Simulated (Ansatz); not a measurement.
PtSe2 (Sudovikovite) under changes of volume

One of the cells (20.265 Å³/atom); the others are scaled copies at fixed shape and fractional positions:

```
CELL_PARAMETERS angstrom
3.72400 0.00000 0.00000
-1.86200 3.22508 0.00000
0.00000 0.00000 5.06200
ATOMIC_POSITIONS crystal
Pt 0.00000 0.00000 0.00000
Se 0.66667 0.33333 0.75000
Se 0.33333 0.66667 0.25000
```

- Program: Ansatz 0.2.0
- Functional: LDA
- Potentials or basis: JTH PAW LDA
- Cutoff: 750 eV
- Density cutoff: 3750 eV
- k mesh: 8 × 8 × 5
- Occupations: fermi-dirac, width 0.05 eV
- Spin: no spin polarisation

```tsv
volume (Å³/atom)	energy over the lowest point (meV/atom)	pressure (GPa)	largest force (eV/Å)
19.049	33.68	9.6	1.130
19.455	14.10	6.0	0.812
19.860	3.20	2.7	0.521
20.265	0.00	-0.1	0.254
20.671	3.66	-2.7	0.010
21.076	13.40	-5.0	0.213
21.481	?	?	?
```

Question: What does the run at 21.481 Å³/atom give?

Answer: Energy over the lowest point 28.54 meV/atom; pressure -7.0 GPa; largest force 0.418 eV/Å.

Worked out: A Birch-Murnaghan fit of order 3 (a polynomial in V^(-2/3)) to the other rows has its minimum at 20.24 Å³/atom with B0 = V·E''(V) = 136 GPa and B' = 4.8 at fixed shape and positions, which overstates the stiffness. It gives 28.57 meV/atom at 21.481 Å³/atom, against the run's 28.54, and -dE/dV = -7.0 GPa, against -7.0.

Energies are extrapolated to zero smearing.

Caveats: forces of over 1 eV/Å show positions far from the minimum, so gaps and moduli don't describe the material at rest (some runs).
